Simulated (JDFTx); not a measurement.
# Ru (P6_3/mmc) in JDFTx: further runs

The runs below take Ru through equation of state, with LDA.

Everything below comes from runs of JDFTx 1.7.0 (patched build). Logs are shortened: lines on timing, memory, paths and dates and some standing lists are left out, and cuts for length are marked. The log counts tension as positive stress, the text compression.

### 1 The crystal as given

The structure is hexagonal, space group P6_3/mmc (No. 194). Conventional cell: a = 2.706 Å, b = 2.706 Å, c = 4.282 Å, α = 90.00°, β = 90.00°, γ = 120.00°. Ru (site symmetry -6m2) has 12 Ru at 2.65 to 2.71 Å as nearest neighbours.

### 2 Equation of state, LDA, 12.76 Å³/atom (volume scaled by 0.94)

File Ru.in:

```
lattice \
    2.6505640930    -1.3252820465     0.0000000000 \
    0.0000000000     2.2954558389     0.0000000000 \
    0.0000000000     0.0000000000     4.1944897589
latt-scale 1.889726124626 1.889726124626 1.889726124626
coords-type Lattice
ion Ru     0.6666666667     0.3333333333     0.7500000000 1
ion Ru     0.3333333333     0.6666666667     0.2500000000 1

ion-species pseudo/Ru.upf
elec-cutoff 44 352
elec-ex-corr lda-PW
kpoint-folding 11 11 6
elec-smearing Fermi 0.0018374661
elec-n-bands 23
electronic-SCF nIterations 100 energyDiffThreshold 1e-09
electronic-minimize nIterations 30 energyDiffThreshold 1e-7
forces-output-coords Cartesian

dump-name run.$VAR
dump End Ecomponents EigStats BandEigs Kpoints Forces Stress
```

Potentials or basis: PseudoDojo-SR-LDA-0.4.1-standard with smoothed tails.

The run is started by

```bash
$ jdftx -c 1 -i Ru.in -o Ru.out
```

The log of the run:

```text
*************** JDFTx 1.7.0 (patched build) ***************

Input parsed successfully to the following command list (including defaults):
[... the input with its defaults ...]

---------- Setting up symmetries ----------

Found 24 point-group symmetries of the bravais lattice
Found 24 space-group symmetries with basis
Applied RMS atom displacement 2.89186e-10 bohrs to make symmetries exact.

---------- Initializing the Grid ----------
R =
[      5.00884     -2.50442            0  ]
[            0      4.33778            0  ]
[            0            0      7.92644  ]
unit cell volume = 172.22
G =
[    1.25442   0.724239         -0  ]
[          0    1.44848          0  ]
[          0         -0   0.792687  ]
Minimum fftbox size, Smin = [  44  44  68  ]
Chosen fftbox size, S = [  48  48  70  ]

---------- Initializing tighter grid for wavefunction operations ----------
R =
[      5.00884     -2.50442            0  ]
[            0      4.33778            0  ]
[            0            0      7.92644  ]
unit cell volume = 172.22
G =
[    1.25442   0.724239         -0  ]
[          0    1.44848          0  ]
[          0         -0   0.792687  ]
Minimum fftbox size, Smin = [  32  32  48  ]
Chosen fftbox size, S = [  32  32  48  ]

---------- Exchange Correlation functional ----------
Initalized Slater LDA exchange.
Initalized Perdew-Wang LDA correlation.

---------- Setting up pseudopotentials ----------
Width of ionic core gaussian charges (only for fluid interactions / plotting) set to 0

Reading pseudopotential file 'pseudo/Ru.upf':
  'Ru' pseudopotential, 'SLA  PW   NOGX NOGC' functional
  Generated using ONCVPSP code by D. R. Hamann
  16 valence electrons, 4 orbitals, 6 projectors, 1001 radial grid points, with lMax = 2
    4S    l: 0   occupation:  2.0   eigenvalue: -2.809158
    4P    l: 1   occupation:  6.0   eigenvalue: -1.709917
    4D    l: 2   occupation:  7.0   eigenvalue: -0.198470
    5S    l: 0   occupation:  1.0   eigenvalue: -0.165767
  Core radius for overlap checks: 1.34 bohrs.

Initialized 1 species with 2 total atoms.

Folded 1 k-points by 11x11x6 to 726 k-points.

---------- Setting up k-points, bands, fillings ----------
Reduced to 64 k-points under symmetry.
Computing the number of bands and number of electrons
Calculating initial fillings.
nElectrons:  32.000000   nBands: 23   nStates: 64

----- Setting up reduced wavefunction bases (one per k-point) -----
average nbasis = 2400.610 , ideal nbasis = 2400.800

---------- Setting up ewald sum ----------
Optimum gaussian width for ewald sums = 1.977422 bohr.
Real space sum over 1521 unit cells with max indices [  6  6  4  ]
Reciprocal space sum over 2057 terms with max indices [  5  5  8  ]

---------- Allocating electronic variables ----------
Initializing wave functions:  linear combination of atomic orbitals
Note: number of bands (23) exceeds available atomic orbitals (20)
Ru pseudo-atom occupations:   s ( 2 0 )  p ( 6 )  d ( 8 )
	FillingsUpdate:  mu: +0.908515473  nElectrons: 32.000000
LCAOMinimize: Iter:   0  F: -190.8124250649506735  |grad|_K:  2.108e-03  alpha:  1.000e+00
	FillingsUpdate:  mu: +0.950232985  nElectrons: 32.000000
LCAOMinimize: Iter:   1  F: -190.8705795265408085  |grad|_K:  8.966e-05  alpha:  7.233e-01  linmin:  1.659e-01  cgtest: -8.864e-01
LCAOMinimize: 	Bad step direction: g.d > 0.
[... 7 lines of inner loops ...]
LCAOMinimize: Iter:   4  F: -190.8706727583584666  |grad|_K:  5.585e-07  alpha:  8.451e-01  linmin: -9.007e-05  cgtest:  4.797e-02
	FillingsUpdate:  mu: +0.948702423  nElectrons: 32.000000
LCAOMinimize: Iter:   5  F: -190.8706727622791561  |grad|_K:  2.844e-08  alpha:  7.428e-01  linmin:  2.550e-03  cgtest: -1.896e-02
LCAOMinimize: Converged (|Delta F|<1.000000e-06 for 2 iters).

-------- Electronic minimization -----------
Will mix electronic density at each iteration.
	FillingsUpdate:  mu: +0.948702423  nElectrons: 32.000000
	FillingsUpdate:  mu: +0.941893869  nElectrons: 32.000000
SCF: Cycle:  0   F: -190.934675016196337   dF: -6.400e-02   |Residual|: 9.544e-02   |deigs|: 2.368e-01
	FillingsUpdate:  mu: +0.927966929  nElectrons: 32.000000
SCF: Cycle:  1   F: -190.942435496064462   dF: -7.760e-03   |Residual|: 2.461e-02   |deigs|: 1.640e-02
	FillingsUpdate:  mu: +0.925055175  nElectrons: 32.000000
SCF: Cycle:  2   F: -190.942704608840728   dF: -2.691e-04   |Residual|: 9.461e-03   |deigs|: 3.278e-03
	FillingsUpdate:  mu: +0.925776258  nElectrons: 32.000000
SCF: Cycle:  3   F: -190.942706331534765   dF: -1.723e-06   |Residual|: 3.023e-03   |deigs|: 1.074e-03
	FillingsUpdate:  mu: +0.925423724  nElectrons: 32.000000
SCF: Cycle:  4   F: -190.942713695513106   dF: -7.364e-06   |Residual|: 1.049e-03   |deigs|: 4.367e-04
	FillingsUpdate:  mu: +0.925358496  nElectrons: 32.000000
SCF: Cycle:  5   F: -190.942714635810717   dF: -9.403e-07   |Residual|: 4.332e-04   |deigs|: 9.821e-05
	FillingsUpdate:  mu: +0.925296067  nElectrons: 32.000000
SCF: Cycle:  6   F: -190.942714854393472   dF: -2.186e-07   |Residual|: 8.948e-05   |deigs|: 8.439e-05
	FillingsUpdate:  mu: +0.925290075  nElectrons: 32.000000
SCF: Cycle:  7   F: -190.942714866468037   dF: -1.207e-08   |Residual|: 7.180e-05   |deigs|: 3.055e-05
	FillingsUpdate:  mu: +0.925301435  nElectrons: 32.000000
SCF: Cycle:  8   F: -190.942714870519069   dF: -4.051e-09   |Residual|: 1.802e-05   |deigs|: 3.010e-05
	FillingsUpdate:  mu: +0.925301642  nElectrons: 32.000000
SCF: Cycle:  9   F: -190.942714871012782   dF: -4.937e-10   |Residual|: 7.253e-06   |deigs|: 2.430e-05
	FillingsUpdate:  mu: +0.925300990  nElectrons: 32.000000
SCF: Cycle: 10   F: -190.942714871136133   dF: -1.234e-10   |Residual|: 3.033e-06   |deigs|: 2.565e-05
SCF: Converged (|Delta E|<1.000000e-09 for 2 iters).

Setting wave functions to eigenvectors of Hamiltonian

# Stress tensor in Cartesian coordinates [Eh/a0^3]:
[ -0.000358484            0            0  ]
[            0 -0.000358484            0  ]
[            0            0 -0.000381408  ]

# Ionic positions in lattice coordinates:
ion Ru   0.666666666666667   0.333333333333333   0.750000000000000 1
ion Ru   0.333333333333333   0.666666666666667   0.250000000000000 1

# Forces in Cartesian coordinates:
force Ru   0.000000000000000   0.000000000000000   0.000000000000000 1
force Ru   0.000000000000000  -0.000000000000000   0.000000000000000 1

# Energy components:
   Eewald =     -167.4096896460951882
       EH =       26.8835812648276438
     Eloc =     -108.0900458068206405
      Enl =       15.1562449034894655
      Exc =      -34.1105419121376130
 Exc_core =       11.3215659309889869
       KE =       65.3067360755876507
-------------------------------------
     Etot =     -190.9421491901596823
       TS =        0.0005656809764570
-------------------------------------
        F =     -190.9427148711361326

IonicMinimize: Iter:   0  F: -190.942714871136133  |grad|_K:       -nan
IonicMinimize: None of the convergence criteria satisfied after 0 iterations.

#--- Lowdin population analysis ---
# oxidation-state Ru +0.088 +0.088

Dumping 'run.eigStats' ...
	eMin: -1.759318 at state 0 ( [ +0.000000 +0.000000 +0.000000 ] spin 0 )
	HOMO: +0.924675 at state 12 ( [ +0.000000 +0.272727 +0.000000 ] spin 0 )
	mu  : +0.925301
	LUMO: +0.925808 at state 49 ( [ +0.181818 +0.272727 +0.166667 ] spin 0 )
	eMax: +1.629483 at state 24 ( [ +0.090909 +0.090909 +0.000000 ] spin 0 )
	HOMO-LUMO gap: +0.001133
	Optical gap  : +0.004095 at state 18 ( [ +0.000000 +0.363636 +0.333333 ] spin 0 )
Done!
```

Run time: 44 s. Hardware: 1 thread of AMD EPYC 9R45 (Zen 5), shared host; peak memory 0.2 GiB.

Results:

* Free energy: -5195.8160 eV
* Pressure: 10.8 GPa
* Band gap on the k mesh: none (metal or under the smearing width)

### 3 Equation of state, LDA, 13.03 Å³/atom (volume scaled by 0.96)

Edit Ru.in of step 2 so:

```diff
@@ -1,5 +1,5 @@
 lattice \
-    2.6505640930    -1.3252820465     0.0000000000 \
-    0.0000000000     2.2954558389     0.0000000000 \
-    0.0000000000     0.0000000000     4.1944897589
+    2.6692306523    -1.3346153261     0.0000000000 \
+    0.0000000000     2.3116215535     0.0000000000 \
+    0.0000000000     0.0000000000     4.2240293924
 latt-scale 1.889726124626 1.889726124626 1.889726124626
@@ -20,2 +20,2 @@
 dump-name run.$VAR
-dump End Ecomponents EigStats BandEigs Kpoints Forces Stress
+dump End Ecomponents EigStats BandEigs Kpoints Forces Stress ElecDensity Dtot KEdensity
```

Potentials or basis: PseudoDojo-SR-LDA-0.4.1-standard with smoothed tails.

The run is started by

```bash
$ jdftx -c 1 -i Ru.in -o Ru.out
```

It took 45 s on 1 thread of AMD EPYC 9R45 (Zen 5), shared host; peak memory 0.22 GiB.

The run converged. Its results:

```yaml
Free_energy: -5195.8381 eV
Pressure: 2.4 GPa
Band_gap_on_the_k_mesh: none (metal or under the smearing width)
```

### 4 Equation of state, LDA, 13.30 Å³/atom (volume scaled by 0.98)

Edit Ru.in of step 3 so:

```diff
@@ -1,5 +1,5 @@
 lattice \
-    2.6692306523    -1.3346153261     0.0000000000 \
-    0.0000000000     2.3116215535     0.0000000000 \
-    0.0000000000     0.0000000000     4.2240293924
+    2.6876397213    -1.3438198606     0.0000000000 \
+    0.0000000000     2.3275642749     0.0000000000 \
+    0.0000000000     0.0000000000     4.2531615502
 latt-scale 1.889726124626 1.889726124626 1.889726124626
```

The run is started by

```bash
$ jdftx -c 1 -i Ru.in -o Ru.out
```

It took 46 s on 1 thread of AMD EPYC 9R45 (Zen 5), shared host; peak memory 0.21 GiB.

The run converged. Its results:

* Free energy: -5195.8335 eV
* Pressure: -5.0 GPa
* Band gap on the k mesh: none (metal or under the smearing width)

### 5 Equation of state, LDA, 13.57 Å³/atom

Edit Ru.in of step 4 so:

```diff
@@ -1,5 +1,5 @@
 lattice \
-    2.6876397213    -1.3438198606     0.0000000000 \
-    0.0000000000     2.3275642749     0.0000000000 \
-    0.0000000000     0.0000000000     4.2531615502
+    2.7058000000    -1.3529000000     0.0000000000 \
+    0.0000000000     2.3432915376     0.0000000000 \
+    0.0000000000     0.0000000000     4.2819000000
 latt-scale 1.889726124626 1.889726124626 1.889726124626
```

The run is started by

```bash
$ jdftx -c 1 -i Ru.in -o Ru.out
```

Run time: 47 s. Hardware: 1 thread of AMD EPYC 9R45 (Zen 5), shared host; peak memory 0.21 GiB.

The run converged. Its results:

```
Free energy            : -5195.8052 eV
Pressure               : -11.6 GPa
Band gap on the k mesh : none (metal or under the smearing width)
```

### 6 Equation of state, LDA, 13.85 Å³/atom (volume scaled by 1.02)

Edit Ru.in of step 5 so:

```diff
@@ -1,5 +1,5 @@
 lattice \
-    2.7058000000    -1.3529000000     0.0000000000 \
-    0.0000000000     2.3432915376     0.0000000000 \
-    0.0000000000     0.0000000000     4.2819000000
+    2.7237197275    -1.3618598638     0.0000000000 \
+    0.0000000000     2.3588104769     0.0000000000 \
+    0.0000000000     0.0000000000     4.3102577801
 latt-scale 1.889726124626 1.889726124626 1.889726124626
```

Potentials or basis: PseudoDojo-SR-LDA-0.4.1-standard with smoothed tails.

The run is started by

```bash
$ jdftx -c 1 -i Ru.in -o Ru.out
```

Wall time 50 s (1 thread of AMD EPYC 9R45 (Zen 5), shared host); peak memory 0.22 GiB.

The run converged. Its results:

* Free energy: -5195.7559 eV
* Pressure: -17.4 GPa
* Band gap on the k mesh: none (metal or under the smearing width)

### 7 Equation of state, LDA, 14.12 Å³/atom (volume scaled by 1.04)

Edit Ru.in of step 6 so:

```diff
@@ -1,5 +1,5 @@
 lattice \
-    2.7237197275    -1.3618598638     0.0000000000 \
-    0.0000000000     2.3588104769     0.0000000000 \
-    0.0000000000     0.0000000000     4.3102577801
+    2.7414067149    -1.3707033574     0.0000000000 \
+    0.0000000000     2.3741278572     0.0000000000 \
+    0.0000000000     0.0000000000     4.3382472512
 latt-scale 1.889726124626 1.889726124626 1.889726124626
```

The run is started by

```bash
$ jdftx -c 1 -i Ru.in -o Ru.out
```

Wall time 48 s (1 thread of AMD EPYC 9R45 (Zen 5), shared host); peak memory 0.23 GiB.

Results (log left out):

| Quantity | Value |
| --- | --- |
| Free energy | -5195.6879 eV |
| Pressure | -22.6 GPa |
| Band gap on the k mesh | none (metal or under the smearing width) |

### 8 Equation of state, LDA, 14.39 Å³/atom (volume scaled by 1.06)

Edit Ru.in of step 7 so:

```diff
@@ -1,5 +1,5 @@
 lattice \
-    2.7414067149    -1.3707033574     0.0000000000 \
-    0.0000000000     2.3741278572     0.0000000000 \
-    0.0000000000     0.0000000000     4.3382472512
+    2.7588683749    -1.3794341875     0.0000000000 \
+    0.0000000000     2.3892500984     0.0000000000 \
+    0.0000000000     0.0000000000     4.3658801443
 latt-scale 1.889726124626 1.889726124626 1.889726124626
```

The run is started by

```bash
$ jdftx -c 1 -i Ru.in -o Ru.out
```

Run time: 48 s. Hardware: 1 thread of AMD EPYC 9R45 (Zen 5), shared host; peak memory 0.23 GiB.

Results (log left out):

| Property | Result |
| --- | --- |
| Free energy | -5195.6034 eV |
| Pressure | -27.2 GPa |
| Band gap on the k mesh | none (metal or under the smearing width) |

### 9 Equation of state, LDA

Potentials or basis: PseudoDojo-SR-LDA-0.4.1-standard with smoothed tails.

This step only gathers the single runs of the series.

What came out:

- Equilibrium volume: 13.12 Å³/atom
- Bulk modulus at fixed shape and positions: 367 GPa
- Pressure derivative of the bulk modulus: 4.8

Energy against volume, from the lowest point:
```csv
volume (Å³/atom),energy (meV/atom)
12.760,11.06
13.032,0.00
13.303,2.30
13.575,16.45
13.846,41.12
14.118,75.11
14.389,117.33
```

Caveat: the cell was scaled at fixed shape and fractional positions, which overstates the stiffness of a crystal with free parameters, most of all of layers and chains.
